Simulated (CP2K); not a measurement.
Crystal: Ga.

```
Ga
1.0
     3.02901    0.00000    0.00000
     0.49806    2.98778    0.00000
    -1.76353   -1.49389    1.95784
Ga
1
Direct
  0.00000 0.00000 0.00000
```

This isn't the form of Ga at room conditions, which is orthorhombic.

Base run:

| Property | Result |
| --- | --- |
| Program | CP2K 2026.2 |
| Functional | revPBE |
| Potentials or basis | POTENTIAL_UZH Ga GTH-PBE-q13; TZVP-MOLOPT-PBE-GTH basis |
| Density cutoff | 9184 eV |
| k mesh | 13 × 13 × 13 |
| Occupations | fermi-dirac, width 0.05 eV |
| Spin | no spin polarisation |

Its results: band gap on the k mesh none (metal or under the smearing width); pressure 5.5 GPa.

**Question.** The run is repeated on the same cell with these changes: functional from revPBE to PBE. What comes out?

**Answer.** Band gap on the k mesh none (metal or under the smearing width); pressure 4.3 GPa.

PBE binds more tightly than revPBE, so the same cell stands under less pressure.

Caveats: the basis of atomic orbitals isn't converged, which shifts pressures, moduli and gaps; the potentials were made for another functional, which shifts forces and pressure (some runs).
